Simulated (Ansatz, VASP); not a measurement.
## Si in VASP and in Ansatz

```
Si
1.0
    -2.28062    2.39967    1.29178
     2.28062   -2.39967    1.29178
     2.28062    2.39967   -1.29178
Si
2
Direct
  0.80700 0.55700 0.25000
  0.19300 0.44300 0.75000
```

Change from the starting cell: volume scaled by 1.04, crystal datasets.

Alike in both runs: task electric field gradients; functional PBE; k mesh 16 × 16 × 16; occupations fermi-dirac, width 0.05 eV; no spin polarisation.

|  | VASP | Ansatz |
| --- | --- | --- |
| version | VASP 6.6.1 | Ansatz 0.2.0 |
| potentials or method | VASP PAW PBE potentials, release 64 (Si), cutoff 520 eV | all-electron PAW with datasets made for the crystal, scalar-relativistic |

```tsv
	VASP	Ansatz	Ansatz less VASP
pressure (GPa)	9.4	9.4	+0.07
largest component of the traceless stress (GPa)	1.06	1.07	+0.002
rms of the force components (eV/Å)	0.019	0.018	-0.0017
Vzz of the field gradient on the site that differs most (V/Å²)	-25.3	-25.1	+0.20
```

Atom by atom the forces differ by 0.002 eV/Å (rms over components). Ansatz ran all-electron here, so the differences hold the error of VASP's frozen core and of both bases.
